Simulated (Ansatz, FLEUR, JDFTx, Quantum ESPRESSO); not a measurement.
Pb: programs and potentials compared

```
Pb
1.0
     0.00000    2.47502    2.47502
     2.47502    0.00000    2.47502
     2.47502    2.47502    0.00000
Pb
1
Direct
  0.00000 0.00000 0.00000
```

Alike in all runs: task equation of state; functional PBEsol; k mesh 9 × 9 × 9; occupations fermi-dirac, width 0.05 eV; no spin polarisation; no spin-orbit coupling.

| program and potentials | plane-wave cutoff (eV) | notes | equilibrium volume (Å³/atom) | bulk modulus (GPa) |
| --- | --- | --- | --- | --- |
| Ansatz, Ansatz PAW | 420 | potentials made for PBE, which Ansatz adapts in part | 29.94 | 49.2 |
| Quantum ESPRESSO, PseudoDojo 0.4.1 SR PBEsol standard | 762 | - | 29.95 | 49.3 |
| FLEUR, all-electron, FLAPW | - | - | 29.96 | 48.7 |
| Quantum ESPRESSO, PseudoDojo 0.4 SR PBEsol stringent | 1225 | - | 29.93 | 49.1 |
| JDFTx, PseudoDojo-SR-PBEsol-0.4.1-standard | 762 | - | 29.95 | 49.2 |
| Quantum ESPRESSO, GBRV 1.5 PBEsol | 612 | - | 29.86 | 49.2 |

The equilibrium volume spans 29.86 (Quantum ESPRESSO, GBRV 1.5 PBEsol) to 29.96 Å³/atom (FLEUR, all-electron, FLAPW), with all-electron results at 29.96. The bulk modulus spans 48.7 (FLEUR, all-electron, FLAPW) to 49.3 GPa (Quantum ESPRESSO, PseudoDojo 0.4.1 SR PBEsol standard), with all-electron results at 48.7. For a metal such a mesh isn't converged, which the comparison doesn't need.

Differences between rows come from potentials, basis sets and numerical settings, since the functional is the same but for its coding. Runs on potential files found faulty are left out.
